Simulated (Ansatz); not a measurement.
NiO, 2 atoms in the cell. The typed cell holds 2 atoms: a = 2.943 Å, b = 2.934 Å, c = 2.938 Å, α = 61.98°, β = 60.48°, γ = 59.26°.  The cell isn't the ideal one: cell strained at random at fixed volume.

| Item | Value |
| --- | --- |
| Program | Ansatz 0.2.0 |
| Task | single point |
| Functional | PBE |
| Potentials or basis | all-electron LAPW, scalar-relativistic |
| Cutoff | 397 eV (chosen from the basis error) |
| Basis error allowed | 0.001 eV/atom |
| k mesh | 11 × 11 × 11 |
| Occupations | gaussian, width 0.01 eV |
| Spin | no spin polarisation |
| Hubbard terms | Ni d U = 3 eV |

Potentials or basis: all-electron LAPW, scalar-relativistic.

Run with:

```console
$ ansatz run input.yaml --threads 2 --pin off --max-ram 6144MiB --backend cpu --events-out ev --progress --plain --runs-dir out
```

Hardware: 2 threads of Intel(R) Xeon(R) Processor @ 2.70GHz (shared host).

Task: Estimate the wall time of this run.

Result: Wall time 81 s on 2 threads of Intel(R) Xeon(R) Processor @ 2.70GHz, on a shared host, peak memory 1.5 GiB. Counts: scf iterations 9, plane waves 331, k points 666, bands 17.
